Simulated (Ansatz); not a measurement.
Pb:

```xyz
2
Lattice="3.0386 -1.7503 0.0000 3.0386 1.7503 0.0000 -2.1155 0.0000 6.0952" Properties=species:S:1:pos:R:3 pbc="T T T"
Pb    3.9848    0.0000    4.4269
Pb   -0.0230    0.0000    1.6683
```

This isn't the form of Pb at room conditions, which is fcc.

```yaml
Program: Ansatz 0.2.0
Task: single point
Functional: PBEsol
Potentials_or_basis: Ansatz PAW
Cutoff: "420 eV (not typed: the program's choice for these potentials)"
k_mesh: 9 × 9 × 5
Occupations: fermi-dirac, width 0.05 eV
Spin: no spin polarisation
```

On this cell: pressure -1.8 GPa; largest force 0.137 eV/Å; band gap on the k mesh none (metal or under the smearing width).

The same run follows on a disturbed copy (atoms moved at random, drawn with an rms of 0.05 Å):

```
Pb
1.0
     3.03861   -1.75032    0.00000
     3.03861    1.75032    0.00000
    -2.11546    0.00000    6.09522
Pb
2
Direct
  0.89920 0.91261 0.72889
  0.09341 0.08248 0.27147
```

Question: What changes?

Answer: The energy (extrapolated to zero smearing) moves by +2.6 meV/atom; pressure -1.9 GPa; largest force 0.195 eV/Å; band gap on the k mesh none (metal or under the smearing width).

Forces on the atoms (eV/Å):
```
Pb   0.027 -0.010 -0.193
Pb  -0.027  0.010  0.193
```

Stress tensor (GPa, compression positive):
```
-1.89 -0.06 -0.02
-0.06 -1.92 -0.11
-0.02 -0.11 -1.86
```

Caveats: the PAW data sets come from PBE, with cores solved anew for the run's functional, which leaves a small shift of forces and pressure.
